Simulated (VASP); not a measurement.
The system is AlP.

```
Al P
1.0
     0.00000    2.72550    2.72550
     2.72550    0.00000    2.72550
     2.72550    2.72550    0.00000
Al P
1 1
Direct
  0.00000 0.00000 0.00000
  0.25000 0.25000 0.25000
```

```yaml
Program: VASP 6.6.1
Task: relaxation of cell and atoms
Functional: PBE
Potentials_or_basis: VASP PAW PBE potentials, release 64 (Al, P)
Cutoff: 600 eV
k_mesh: 8 × 8 × 8
Occupations: gaussian, width 0.03 eV
Spin: no spin polarisation
```

At the start: pressure 2.6 GPa; volume 20.25 Å³/atom.

**Question.** How do energy, volume and symmetry change on relaxing?

**Answer.** Over 3 steps the energy falls by 5.0 meV/atom and the volume is 20.86 Å³/atom (+3.0 %); space group F-43m (No. 216, to 0.05 Å).

The path:
| step | energy change (eV) | largest force (eV/Å) | pressure (GPa) | volume (Å³) |
| --- | --- | --- | --- | --- |
| 1 | 0.0000 | 0.0000 | 2.65 | 40.49 |
| 2 | -0.0065 | 0.0000 | -1.43 | 42.48 |
| 3 | -0.0099 | 0.0000 | 0.01 | 41.73 |

Final structure:
```xyz
2
Lattice="0.0000 2.7529 2.7529 2.7529 0.0000 2.7529 2.7529 2.7529 0.0000" Properties=species:S:1:pos:R:3 pbc="T T T"
Al    0.0000    0.0000    0.0000
P     1.3764    1.3764    1.3764
```
